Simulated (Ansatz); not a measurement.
BN built on the zincblende prototype: a single-point calculation in the plane-wave code Ansatz (DDH-PBE0). Cell and atoms come from a relaxation with r2SCAN.

```yaml
crystal:
  lattice:
    - [0.0, 1.8048254535, 1.8048254535]
    - [1.8048254535, 0.0, 1.8048254535]
    - [1.8048254535, 1.8048254535, 0.0]
  atoms:
    - { symbol: B, position: [0.0, 0.0, 0.0] }
    - { symbol: "N", position: [0.25, 0.25, 0.25] }
  host: atoms
kpoints:
  mp_grid: { grid: [8, 8, 8] }
  band_path:
    path:
      - [0.0, 0.0, 0.0]
      - [-0.5, -0.5, 0.0]
      - [-0.375, -0.375, 0.25]
      - [-0.375, 0.0, 0.375]
      - [0.0, 0.0, 0.5]
      - [-0.5, -0.25, 0.25]
      - [0.0, 0.5, 0.5]
    npoints: 1
hamiltonian:
  xc:
    exchange: pbe
    correlation: pbe
    exx: { coeff: inverse_dielectric }
scf:
  occupations: { method: fixed }
  n_extra_bands: 4
output:
  forces: true
  stress: true
  eigenvalues: true
```

The output follows, shortened, with numbered blanks.
```
Pseudopotential: B, paw, valence charge 3, recommended cutoff 420 eV (normal)
Pseudopotential: N, paw, valence charge 5, recommended cutoff 420 eV (normal)
Functional definition: unnamed
[1]
Crystal: 2 atoms, lattice volume = 11.758 Å³
Basis set: ecut = 420 eV, 259 PW (Γ)
Bands: 8, of which v1, the nominal top of the filled ones, is band 4 counted from 1 (3 counted from 0)
[2]
[warm-up without exact exchange]
SCF 1 stopped early in 2 iterations: F = -542.273248 eV  dr2 = 2.07e-5
[exact exchange on]
SCF 2 stopped early in 6 iterations: F = -542.523950 eV  dr2 = 1.04e-6
hybrid outer 1: dexx = +1.814e-3 eV, tail = 5.89e-6 eV
SCF 3 converged in 3 iterations: F = -542.523974 eV  dr2 = 8.05e-9
hybrid outer 2: dexx = +8.587e-8 eV, tail = 1.92e-8 eV, Δε = 2.56e-3 eV
NSCF: frozen V_eff on 7 k-points
Free energy (F): -542.523974 eV
Fermi energy:    10.170149 eV
--- Stress (GPa, compression-positive) ---
       -3.193094       0.000000       0.000000
        0.000000      -3.193094       0.000000
        0.000000       0.000000      -3.193094
  P = ⅓ Tr σ = -3.1931 GPa (-31.931 kbar)
--- Band table (eV; the first three rows and the last of 29) ---
  k-point 0: bands = [-11.7727, 10.1701, 10.1701, 10.1701, 21.1952, 21.1952, 21.1952, 22.7932]
  k-point 1: bands = [-11.3665, 8.1495, 9.7644, 9.7644, 21.5517, 21.8096, 21.8096, 24.0891]
  k-point 2: bands = [-10.1882, 4.2302, 8.9550, 8.9550, 22.0134, 22.8205, 22.8205, 26.2847]
  k-point 28: bands = [-5.4668, 1.8795, 2.6453, 3.1925, 21.8964, 26.0060, 26.9358, 27.4919]
```

Problem. Fill in the blanks. They hold ε∞ and the exchange fraction, the symmetry found.

Solution.
```
[1]
ε∞ on k-mesh 4×4×4 of a primitive cell: xx 4.6017, yy 4.6017, zz 4.6017; 3/Tr ε∞, of that cell with its empty space = 0.21731270083584373
[2]
Symmetry: 24 space group operations
Space group: F-43m (ITA 216)
```

With DDH-PBE0 the valence top lies at Γ and the conduction bottom at X, 6.28 eV higher; the smallest vertical gap, at Γ, is 11.03 eV. The fraction of exact exchange came out as 0.217. At this geometry DDH-PBE0 finds -3.2 GPa, compression counted positive: its own equilibrium volume is smaller. (The program warns that its thresholds are loose for a hybrid's stress.)

Command: `ansatz run input.yaml --threads 4 --pin off --max-ram 7372MiB --backend cpu --events-out ev --progress --plain --runs-dir out`. Wall time 8.5 s on 4 threads of Arm Neoverse V2, on a shared host, load about 0.4 per core; peak host memory 0.68 GiB.

The values are computed, spin-unpolarised, and not measurements.

The meshes of the hybrids are coarse, so their gaps aren't converged to the digits shown.
